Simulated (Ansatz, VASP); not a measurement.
**One calculation of Hf3B, two programs**

```xyz
4
Lattice="3.1241 0.0000 0.0000 -1.5620 2.7055 0.0000 0.0000 0.0000 24.1016" Properties=species:S:1:pos:R:3 pbc="T T T"
Hf    1.5620    0.9018    8.5000
Hf    0.0000    1.8037   10.8739
Hf    0.0000    0.0000   13.3678
B     0.0000    0.0000   15.6772
```

Alike in both runs: functional PBEsol; k mesh 9 × 9 × 1; occupations gaussian, width 0.1 eV; no spin polarisation.

Ansatz relaxed the structure, and its values are those at the end. VASP's run is a single point on that final structure, the one shown.

|  | VASP | Ansatz |
| --- | --- | --- |
| version | VASP 6.6.1 | Ansatz 0.2.0 |
| potentials or method | VASP PAW PBE potentials, release 64 (Hf_pv, B) | scalar-relativistic, plane waves, PAW |
| plane-wave cutoff (eV) | 520 | 420 |
| valence electrons in the cell | 33 | 81 |

Ansatz gave:

```
gap on the k mesh at the Fermi level (eV)  : none
rms of the force components (eV/Å)         : 0.007
work function, face that differs most (eV) : 5.62
```

Problem. Which values does VASP return?

Solution. gap on the k mesh at the Fermi level (eV): none; rms of the force components (eV/Å): 0.012; work function, face that differs most (eV): 5.62.

A gap of «none» marks a metal or a gap that the smearing closes. The two sets of potentials don't hold the same shells in valence.

Caveats: the PAW data sets were made with another functional, which shifts forces and pressure a little (VASP). The runs have no spin-orbit coupling, so splittings on Hf are missing.
